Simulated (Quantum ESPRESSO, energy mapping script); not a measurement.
## Spin model of MnS (Rambergite) from collinear orders (strain in the xy plane +2 %)

Aim: the exchange couplings of MnS (Rambergite) from the energies of a few collinear orders, and the ordering temperature that they give.

Method: PBE with U = 4 eV on Mn d, ortho-atomic projectors; plane waves, U on orthogonalised atomic orbitals unless named otherwise, collinear spin, no spin–orbit coupling, in Quantum ESPRESSO 7.5.

The database entry behind the starting cell differs from later determinations by our own check (about 0.3 % short against later determinations), so it need not match the best structure at ambient conditions.

**1. Starting point**

Symmetry: P6_3mc, No. 186, hexagonal system. Conventional cell: a = 4.056 Å, b = 4.056 Å, c = 6.432 Å, α = 90.00°, β = 90.00°, γ = 120.00°. Mn has 4 S at 2.46 to 2.48 Å nearest. S has 4 Mn at 2.46 to 2.48 Å nearest. Farther neighbours and most contacts between anions are not listed.

This cell differs from the given one by: strain in the xy plane +2 %. Atoms follow the cell and are not relaxed.

A Hubbard U penalises fractional filling of the shell. It raises the cost of virtual hops to the neighbours, so couplings that rest on such hops usually weaken. These runs use Quantum ESPRESSO.

**2. Order 1: parallel, cell A of 4 atoms**

The parallel order is the zero of energy for this cell and mesh.

The potential files are GBRV's for PBE; pw.x takes the functional from them.

Contents of pw.in:

```
&control
  calculation = 'scf'
  prefix = 'pw'
  outdir = './tmp/'
  pseudo_dir = './pseudo/'
  verbosity = 'low'
/
&system
  ibrav = 0
  nat = 4
  ntyp = 2
  ecutwfc = 45
  ecutrho = 360
  nbnd = 38
  occupations = 'smearing'
  smearing = 'fd'
  degauss = 0.00367493
  nspin = 2
  starting_magnetization(1) = 0.3000
/
&electrons
  conv_thr = 1.0e-08
  electron_maxstep = 120
  mixing_beta = 0.3
  mixing_mode = 'plain'
/
ATOMIC_SPECIES
  Mn 54.9380 Mn.upf
  S 32.0600 S.upf
CELL_PARAMETERS angstrom
  4.05552000 0.00000000 0.00000000
  -2.02776000 3.51218335 0.00000000
  0.00000000 0.00000000 6.43200000
ATOMIC_POSITIONS crystal
  Mn 0.33333333 0.66666667 0.00000000
  Mn 0.66666667 0.33333333 0.50000000
  S 0.33333333 0.66666667 0.38500000
  S 0.66666667 0.33333333 0.88500000
K_POINTS automatic
  6 6 4 0 0 0
HUBBARD {ortho-atomic}
U Mn-3d 4
```

The run is started by

```sh
OMP_NUM_THREADS=1 mpirun -n 8 pw.x -nk 8 -in pw.in > pw.out
```

The program printed:

```text
Program PWSCF v.7.5 starts
[...]
unit-cell volume          =     618.2532 (a.u.)^3
     number of atoms/cell      =            4
[...]
number of electrons       =        42.00
     number of Kohn-Sham states=           38
     kinetic-energy cutoff     =      45.0000  Ry
     charge density cutoff     =     360.0000  Ry
     scf convergence threshold =      1.0E-08
[...]
Exchange-correlation=  SLA  PW   PBX  PBC
[...]
Hubbard projectors: ortho-atomic
     Hubbard parameters of DFT+U (Dudarev formulation) in eV:
[...]
atomic species   magnetization
[...]
12 Sym. Ops. (no inversion) found ( 6 have fractional translation)
[...]
number of k points=    21  Fermi-Dirac smearing, width (Ry)=  0.0037
[...]
Number of occupied Hubbard levels =   10.0000
     Atomic wfc used for Hubbard projectors are orthogonalized
[...]
iteration #  1     ecut=    45.00 Ry     beta= 0.30
[...]
Number of occupied Hubbard levels =    9.9448
     total energy              =    -470.46659672 Ry
     estimated scf accuracy    <       1.03176248 Ry
     total magnetization       =    10.00 Bohr mag/cell
     absolute magnetization    =    10.00 Bohr mag/cell
     iteration #  2     ecut=    45.00 Ry     beta= 0.30
[...]
total energy              =    -470.64576802 Ry
     estimated scf accuracy    <       0.04902103 Ry
     total magnetization       =    10.00 Bohr mag/cell
     absolute magnetization    =    10.00 Bohr mag/cell
     iteration #  3     ecut=    45.00 Ry     beta= 0.30
[...]
total energy              =    -470.66219263 Ry
     estimated scf accuracy    <       0.01991887 Ry
     total magnetization       =    10.00 Bohr mag/cell
     absolute magnetization    =    10.00 Bohr mag/cell
     iteration #  4     ecut=    45.00 Ry     beta= 0.30
[...]
total energy              =    -470.66351395 Ry
     estimated scf accuracy    <       0.00257772 Ry
     total magnetization       =    10.00 Bohr mag/cell
     absolute magnetization    =    10.00 Bohr mag/cell
     iteration #  5     ecut=    45.00 Ry     beta= 0.30
[...]
total energy              =    -470.66386361 Ry
     estimated scf accuracy    <       0.00019926 Ry
     total magnetization       =    10.00 Bohr mag/cell
     absolute magnetization    =    10.00 Bohr mag/cell
     iteration #  6     ecut=    45.00 Ry     beta= 0.30
[...]
total energy              =    -470.66391863 Ry
     estimated scf accuracy    <       0.00007225 Ry
     total magnetization       =    10.00 Bohr mag/cell
     absolute magnetization    =    10.00 Bohr mag/cell
     iteration #  7     ecut=    45.00 Ry     beta= 0.30
[...]
total energy              =    -470.66394851 Ry
     estimated scf accuracy    <       0.00002401 Ry
     total magnetization       =    10.00 Bohr mag/cell
     absolute magnetization    =    10.00 Bohr mag/cell
     iteration #  8     ecut=    45.00 Ry     beta= 0.30
[...]
total energy              =    -470.66395401 Ry
     estimated scf accuracy    <       0.00000015 Ry
     total magnetization       =    10.00 Bohr mag/cell
     absolute magnetization    =    10.00 Bohr mag/cell
     iteration #  9     ecut=    45.00 Ry     beta= 0.30
[...]
total energy              =    -470.66395442 Ry
     estimated scf accuracy    <       0.00000012 Ry
     total magnetization       =    10.00 Bohr mag/cell
     absolute magnetization    =    10.00 Bohr mag/cell
     iteration # 10     ecut=    45.00 Ry     beta= 0.30
[...]
Magnetic moment per site  (integrated on atomic sphere of radius R)
     atom   1 (R=0.250)  charge= 12.9302  magn=  4.4018
     atom   2 (R=0.250)  charge= 12.9302  magn=  4.4018
     atom   3 (R=0.250)  charge=  4.3132  magn=  0.0418
     atom   4 (R=0.250)  charge=  4.3132  magn=  0.0418
     End of self-consistent calculation
     =================== HUBBARD OCCUPATIONS ===================
     ------------------------ ATOM    1 ------------------------
     Tr[ns(  1)] (up, down, total) =   4.96300  0.24539  5.20839
     Atomic magnetic moment for atom   1 =   4.71762
     SPIN  1
     eigenvalues:
       0.990  0.990  0.990  0.996  0.996
     eigenvectors (columns):
       0.000 -0.000  1.000 -0.000 -0.000
      -0.488  0.179  0.000 -0.271  0.810
       0.179  0.488  0.000  0.810  0.271
      -0.295 -0.802 -0.000  0.493  0.165
       0.802 -0.295 -0.000 -0.165  0.493
     occupation matrix ns (before diag.):
       0.990 -0.000 -0.000 -0.000 -0.000
      -0.000  0.995 -0.000  0.000  0.003
      -0.000 -0.000  0.995  0.003 -0.000
      -0.000  0.000  0.003  0.992  0.000
[...]
SPIN  2
     eigenvalues:
[...]
eigenvectors (columns):
[...]
occupation matrix ns (before diag.):
[...]
------------------------ ATOM    2 ------------------------
     Tr[ns(  2)] (up, down, total) =   4.96300  0.24539  5.20839
     Atomic magnetic moment for atom   2 =   4.71762
     SPIN  1
     eigenvalues:
[...]
eigenvectors (columns):
[...]
occupation matrix ns (before diag.):
[...]
SPIN  2
     eigenvalues:
[...]
eigenvectors (columns):
[...]
occupation matrix ns (before diag.):
       0.071 -0.000 -0.000 -0.000 -0.000
      -0.000  0.033 -0.000  0.000  0.020
      -0.000 -0.000  0.033  0.020 -0.000
      -0.000  0.000  0.020  0.054  0.000
      -0.000  0.020 -0.000  0.000  0.054
     Number of occupied Hubbard levels =   10.4168
 ------ SPIN UP ------------
          k = 0.0000 0.0000 0.0000 (  3175 PWs)   bands (ev):
   -75.5268 -75.5267 -44.2573 -44.2545 -44.2494 -44.2494 -44.2488 -44.2488
    -6.5617  -5.9765   0.6285   0.6285   0.7001   0.7506   0.7506   1.4034
     1.4034   1.4811   1.6216   1.6216   2.0816   5.6118   5.6118   6.4594
     6.5362   6.5362   7.9140   9.3408  12.5043  12.5043  13.2169  13.6787
    13.6787  14.1951  15.7827  15.7827  16.6583  17.4593
          k = 0.0000 0.0000 0.1576 (  3140 PWs)   bands (ev):
   -75.5268 -75.5267 -44.2568 -44.2549 -44.2493 -44.2493 -44.2489 -44.2489
    -6.4780  -6.0634   0.6355   0.6355   0.6729   0.7216   0.7216   0.9846
     1.4465   1.4465   1.6011   1.6011   2.9811   5.6187   5.7399   5.7399
     6.3934   6.3934   8.7363   9.4214  12.5509  12.5509  12.6588  13.3384
    13.3384  13.5411  16.3156  16.3156  16.9464  18.0428
          k = 0.0000 0.0000-0.3153 (  3170 PWs)   bands (ev):
   -75.5268 -75.5268 -44.2559 -44.2559 -44.2491 -44.2491 -44.2491 -44.2491
    -6.2725  -6.2725   0.6679   0.6679   0.6679   0.6679   0.6956   0.6956
[...]
12.8206  12.8206  17.6048  17.6049  17.6859  17.6862
          k = 0.0000 0.1925 0.0000 (  3150 PWs)   bands (ev):
[...]
13.8179  14.3077  14.9225  15.4728  17.9462  18.2492
          k = 0.0000 0.1925 0.1576 (  3140 PWs)   bands (ev):
[...]
13.9519  13.9994  15.6306  16.0025  18.1815  18.4723
          k = 0.0000 0.1925-0.3153 (  3142 PWs)   bands (ev):
[...]
13.3844  13.3844  16.9162  16.9162  17.2845  17.2845
          k = 0.0000 0.3849 0.0000 (  3156 PWs)   bands (ev):
[...]
14.4504  15.4131  15.7918  16.5214  17.6661  18.8132
          k = 0.0000 0.3849 0.1576 (  3159 PWs)   bands (ev):
[...]
14.2706  15.3159  15.6025  16.7261  17.9596  18.4442
          k = 0.0000 0.3849-0.3153 (  3146 PWs)   bands (ev):
[...]
14.3649  14.3649  16.6412  16.6412  17.4832  17.4832
          k = 0.0000-0.5774 0.0000 (  3158 PWs)   bands (ev):
[...]
14.7543  16.4473  17.3419  18.2085  18.3979  18.4920
          k = 0.0000-0.5774 0.1576 (  3148 PWs)   bands (ev):
[...]
k = 0.0000-0.5774-0.3153 (  3184 PWs)   bands (ev):
[...]
k = 0.1667 0.2887 0.0000 (  3144 PWs)   bands (ev):
[...]
k = 0.1667 0.2887 0.1576 (  3145 PWs)   bands (ev):
[...]
k = 0.1667 0.2887-0.3153 (  3150 PWs)   bands (ev):
[...]
k = 0.1667 0.4811 0.0000 (  3149 PWs)   bands (ev):
[...]
k = 0.1667 0.4811 0.1576 (  3155 PWs)   bands (ev):
[...]
k = 0.1667 0.4811-0.3153 (  3152 PWs)   bands (ev):
[...]
k = 0.3333 0.5774-0.3153 (  3162 PWs)   bands (ev):
[...]
------ SPIN DOWN ----------
[...]
k = 0.0000 0.0000-0.3153 (  3170 PWs)   bands (ev):
[...]
k = 0.0000 0.1925-0.3153 (  3142 PWs)   bands (ev):
[...]
k = 0.0000 0.3849-0.3153 (  3146 PWs)   bands (ev):
[...]
k = 0.0000-0.5774 0.0000 (  3158 PWs)   bands (ev):
[...]
k = 0.0000-0.5774 0.1576 (  3148 PWs)   bands (ev):
[...]
k = 0.0000-0.5774-0.3153 (  3184 PWs)   bands (ev):
[...]
k = 0.1667 0.2887 0.1576 (  3145 PWs)   bands (ev):
[...]
k = 0.1667 0.2887-0.3153 (  3150 PWs)   bands (ev):
[...]
k = 0.1667 0.4811 0.0000 (  3149 PWs)   bands (ev):
[...]
k = 0.1667 0.4811 0.1576 (  3155 PWs)   bands (ev):
[...]
15.5169  16.4297  17.3364  18.1499  19.2117  19.5022
          k = 0.1667 0.4811-0.3153 (  3152 PWs)   bands (ev):
[...]
15.6151  15.6151  17.8209  17.8209  19.4052  19.4052
          k = 0.3333 0.5774 0.0000 (  3144 PWs)   bands (ev):
[...]
16.1954  16.4234  16.4234  17.9294  18.3653  18.3653
          k = 0.3333 0.5774 0.1576 (  3141 PWs)   bands (ev):
[...]
10.3653  10.3653  12.8898  12.9804  12.9804  14.2969  14.3028  14.3028
    16.1396  16.8109  17.0844  17.0844  18.4576  18.4576
          k = 0.3333 0.5774-0.3153 (  3162 PWs)   bands (ev):
   -70.3766 -70.3766 -39.2178 -39.2178 -39.2127 -39.2127 -39.2125 -39.2125
    -5.5689  -5.5689   2.4215   2.4215   3.1120   3.1120   4.3048   4.3048
     8.7730   8.7730   9.3846   9.3846   9.8544   9.8544   9.9449   9.9449
    10.2892  10.2892  12.7134  12.7134  13.5815  13.5815  14.0988  14.0988
    16.1648  16.1648  17.1222  17.1222  19.3429  19.3429
     the Fermi energy is     7.2481 ev
!    total energy              =    -470.66395461 Ry
     estimated scf accuracy    <          3.5E-09 Ry
     smearing contrib. (-TS)   =      -0.00000000 Ry
     internal energy E=F+TS    =    -470.66395460 Ry
     The total energy is F=E-TS. E is the sum of the following terms:
     one-electron contribution =    -321.90044699 Ry
     hartree contribution      =     171.09489214 Ry
     xc contribution           =     -70.38230150 Ry
     ewald contribution        =    -249.55469826 Ry
     Hubbard energy            =       0.07860001 Ry
     total magnetization       =    10.00 Bohr mag/cell
     absolute magnetization    =    10.00 Bohr mag/cell
     convergence has been achieved in  10 iterations
=------------------------------------------------------------------------------=
   JOB DONE.
=------------------------------------------------------------------------------=
```

The job ended after 20 s (8 MPI ranks of Arm Neoverse V1, shared host; peak memory 1.1 GiB; 2.6 min of CPU time).

Spin moment in the sphere by atom:

```
atom  spin moment in the sphere (μB)
 Mn1                            4.40
 Mn2                            4.40
  S3                            0.04
  S4                            0.04
```

The run ends ferromagnetic.

**3. Run 2 (compensated +−; cell A, 4 atoms)**

This order reverses 6 of the 6 neighbours at 3.98 Å, 0 of the 6 neighbours at 4.06 Å and 6 of the 6 neighbours at 5.68 Å, counted for an average magnetic atom.

pw.in, as its differences from that of step 2:

```diff
@@ -10,6 +10,6 @@
   nat = 4
-  ntyp = 2
+  ntyp = 3
   ecutwfc = 45
   ecutrho = 360
-  nbnd = 38
+  nbnd = 33
   occupations = 'smearing'
@@ -19,2 +19,3 @@
   starting_magnetization(1) = 0.3000
+  starting_magnetization(2) = -0.3000
 /
@@ -27,3 +28,4 @@
 ATOMIC_SPECIES
-  Mn 54.9380 Mn.upf
+  Mn1 54.9380 Mn.upf
+  Mn2 54.9380 Mn.upf
   S 32.0600 S.upf
@@ -34,4 +36,4 @@
 ATOMIC_POSITIONS crystal
-  Mn 0.33333333 0.66666667 0.00000000
-  Mn 0.66666667 0.33333333 0.50000000
+  Mn1 0.33333333 0.66666667 0.00000000
+  Mn2 0.66666667 0.33333333 0.50000000
   S 0.33333333 0.66666667 0.38500000
@@ -41,2 +43,3 @@
 HUBBARD {ortho-atomic}
-U Mn-3d 4
+U Mn1-3d 4
+U Mn2-3d 4
```

The program printed:

```text
[banner, memory and clock lines left out]
Program PWSCF v.7.5 starts
[...]
unit-cell volume          =     618.2532 (a.u.)^3
     number of atoms/cell      =            4
[...]
number of electrons       =        42.00
     number of Kohn-Sham states=           33
     kinetic-energy cutoff     =      45.0000  Ry
     charge density cutoff     =     360.0000  Ry
     scf convergence threshold =      1.0E-08
[...]
Exchange-correlation=  SLA  PW   PBX  PBC
[...]
Hubbard projectors: ortho-atomic
     Hubbard parameters of DFT+U (Dudarev formulation) in eV:
[...]
atomic species   magnetization
[...]
6 Sym. Ops. (no inversion) found
[...]
number of k points=    24  Fermi-Dirac smearing, width (Ry)=  0.0037
[...]
Number of occupied Hubbard levels =   10.0000
     Atomic wfc used for Hubbard projectors are orthogonalized
[...]
iteration #  1     ecut=    45.00 Ry     beta= 0.30
[...]
Number of occupied Hubbard levels =    9.9574
     total energy              =    -470.46851946 Ry
     estimated scf accuracy    <       1.03947397 Ry
     total magnetization       =    -0.00 Bohr mag/cell
     absolute magnetization    =     9.70 Bohr mag/cell
     iteration #  2     ecut=    45.00 Ry     beta= 0.30
[...]
total energy              =    -470.65033886 Ry
     estimated scf accuracy    <       0.05026192 Ry
     total magnetization       =     0.00 Bohr mag/cell
     absolute magnetization    =     9.75 Bohr mag/cell
     iteration #  3     ecut=    45.00 Ry     beta= 0.30
[...]
total energy              =    -470.66861292 Ry
     estimated scf accuracy    <       0.02115561 Ry
     total magnetization       =     0.00 Bohr mag/cell
     absolute magnetization    =     9.74 Bohr mag/cell
[...]
total energy              =    -470.67121911 Ry
[...]
iteration # 10     ecut=    45.00 Ry     beta= 0.30
[...]
total energy              =    -470.67121915 Ry
     estimated scf accuracy    <       0.00000015 Ry
     total magnetization       =    -0.00 Bohr mag/cell
     absolute magnetization    =     9.79 Bohr mag/cell
     iteration # 11     ecut=    45.00 Ry     beta= 0.30
[...]
Magnetic moment per site  (integrated on atomic sphere of radius R)
     atom   1 (R=0.250)  charge= 12.9345  magn=  4.3621
     atom   2 (R=0.250)  charge= 12.9344  magn= -4.3620
     atom   3 (R=0.250)  charge=  4.3096  magn= -0.0116
[...]
SPIN  2
     eigenvalues:
[...]
eigenvectors (columns):
[...]
occupation matrix ns (before diag.):
[...]
-0.000  0.000 -0.003  0.991  0.000
      -0.000 -0.003 -0.000  0.000  0.991
     Number of occupied Hubbard levels =   10.4567
 ------ SPIN UP ------------
          k = 0.0000 0.0000 0.0000 (  3175 PWs)   bands (ev):
   -75.4823 -70.3688 -44.2079 -44.2079 -44.2066 -39.2125 -39.2026 -39.2026
    -6.4769  -5.8379   0.7459   0.7459   1.2315   1.5153   1.5153   1.8737
     4.1450   4.1450   5.4508   6.0150   6.0150   8.2583   9.6394   9.6394
[...]
14.5444
          k = 0.0000 0.0000 0.1576 (  3140 PWs)   bands (ev):
[...]
14.0789
          k = 0.0000 0.0000-0.3153 (  3170 PWs)   bands (ev):
[...]
13.7855
          k = 0.0000 0.1925 0.0000 (  3150 PWs)   bands (ev):
[...]
k = 0.0000 0.1925-0.3153 (  3142 PWs)   bands (ev):
[...]
k = 0.0000 0.3849-0.3153 (  3146 PWs)   bands (ev):
[...]
k = 0.0000-0.5774 0.0000 (  3158 PWs)   bands (ev):
[...]
k = 0.0000-0.5774 0.1576 (  3148 PWs)   bands (ev):
[...]
k = 0.0000-0.5774-0.3153 (  3184 PWs)   bands (ev):
[...]
k = 0.0000-0.1925 0.1576 (  3140 PWs)   bands (ev):
[...]
k =-0.1667-0.4811 0.1576 (  3155 PWs)   bands (ev):
[...]
------ SPIN DOWN ----------
[...]
k = 0.0000-0.5774-0.3153 (  3184 PWs)   bands (ev):
[...]
k = 0.1667 0.4811-0.3153 (  3152 PWs)   bands (ev):
[...]
k = 0.3333 0.5774 0.0000 (  3144 PWs)   bands (ev):
[...]
k = 0.3333 0.5774 0.1576 (  3141 PWs)   bands (ev):
[...]
k = 0.3333 0.5774-0.3153 (  3162 PWs)   bands (ev):
[...]
k = 0.0000-0.1925 0.1576 (  3140 PWs)   bands (ev):
[...]
k = 0.0000-0.3849 0.1576 (  3159 PWs)   bands (ev):
[...]
14.7739
          k =-0.1667-0.4811 0.1576 (  3155 PWs)   bands (ev):
[...]
2.9429   3.5194   3.9710   4.4449   4.8583   8.9022   9.4354   9.6389
     9.8279  10.2360  11.0982  11.9241  12.5839  13.1428  13.7630  14.2405
    15.0528
     the Fermi energy is     7.2746 ev
!    total energy              =    -470.67121925 Ry
     estimated scf accuracy    <          4.5E-09 Ry
     smearing contrib. (-TS)   =      -0.00000000 Ry
     internal energy E=F+TS    =    -470.67121925 Ry
     The total energy is F=E-TS. E is the sum of the following terms:
     one-electron contribution =    -321.97199872 Ry
     hartree contribution      =     171.13625239 Ry
     xc contribution           =     -70.36724975 Ry
     ewald contribution        =    -249.55469826 Ry
     Hubbard energy            =       0.08647509 Ry
     total magnetization       =     0.00 Bohr mag/cell
     absolute magnetization    =     9.79 Bohr mag/cell
     convergence has been achieved in  11 iterations
```

Run time: 19 s. Hardware: 8 MPI ranks; peak memory 1.1 GiB.

Spin moment in the sphere by atom:

```csv
atom,spin moment in the sphere (μB)
Mn1,4.36
Mn2,-4.36
S3,-0.01
S4,0.01
```

The run ends antiferromagnetic, 49.42 meV a magnetic atom below the parallel order of its cell.

**4. Run 3 (parallel; cell B, 8 atoms)**

The parallel order again, as the reference for this cell.

Contents of pw.in:

```
&control
  calculation = 'scf'
  prefix = 'pw'
  outdir = './tmp/'
  pseudo_dir = './pseudo/'
  verbosity = 'low'
/
&system
  ibrav = 0
  nat = 8
  ntyp = 2
  ecutwfc = 45
  ecutrho = 360
  nbnd = 71
  occupations = 'smearing'
  smearing = 'fd'
  degauss = 0.00367493
  nspin = 2
  starting_magnetization(1) = 0.3000
/
&electrons
  conv_thr = 2.0e-08
  electron_maxstep = 120
  mixing_beta = 0.3
  mixing_mode = 'plain'
/
ATOMIC_SPECIES
  Mn 54.9380 Mn.upf
  S 32.0600 S.upf
CELL_PARAMETERS angstrom
  -4.05552000 0.00000000 0.00000000
  0.00000000 0.00000000 -6.43200000
  0.00000000 -7.02436669 0.00000000
ATOMIC_POSITIONS crystal
  Mn 0.50000000 0.00000000 0.16666667
  Mn 0.00000000 0.00000000 0.66666667
  Mn 0.00000000 0.50000000 0.33333333
  Mn 0.50000000 0.50000000 0.83333333
  S 0.50000000 0.61500000 0.16666667
  S 0.00000000 0.61500000 0.66666667
  S 0.00000000 0.11500000 0.33333333
  S 0.50000000 0.11500000 0.83333333
K_POINTS automatic
  5 4 3 0 0 0
HUBBARD {ortho-atomic}
U Mn-3d 4
```

The program printed:

```text
[banner, memory and clock lines left out]
Program PWSCF v.7.5 starts
[...]
unit-cell volume          =    1236.5064 (a.u.)^3
     number of atoms/cell      =            8
[...]
number of electrons       =        84.00
     number of Kohn-Sham states=           71
     kinetic-energy cutoff     =      45.0000  Ry
     charge density cutoff     =     360.0000  Ry
[...]
The total energy is F=E-TS. E is the sum of the following terms:
     one-electron contribution =    -643.80143614 Ry
     hartree contribution      =     342.19057682 Ry
     xc contribution           =    -140.76475509 Ry
     ewald contribution        =    -499.10939676 Ry
     Hubbard energy            =       0.15720097 Ry
     total magnetization       =    20.00 Bohr mag/cell
     absolute magnetization    =    20.00 Bohr mag/cell
     convergence has been achieved in  11 iterations
[key lines of the parts left out:]
!    total energy              =    -941.32781021 Ry
the Fermi energy is     7.2479 ev
```

Elapsed: 82 s, on 8 MPI ranks; peak memory 1.8 GiB; 11 min of CPU time.

The run ends ferromagnetic. For each magnetic atom its energy differs from the parallel run of the first cell by 0.34 meV, an error that one common reference would have brought in.

(Continued in part 2 of 2.)

[Logs and program files are shortened in this print: banners, set-up blocks, solver, clock and traceback lines can be left out without a mark of their own.]

[Logs are printed without paths, hosts, clocks, repeated set-up lines and the standing remarks that a program may print on its own settings, such as how far it seeks lower states.]

[Hosts, paths, dates, database ids (printed as entryN), source tags and the programs' standing remarks are cut or masked in the printed files.]

[Where a cell is said to come from a database of computed structures, the database is the Materials Project.]
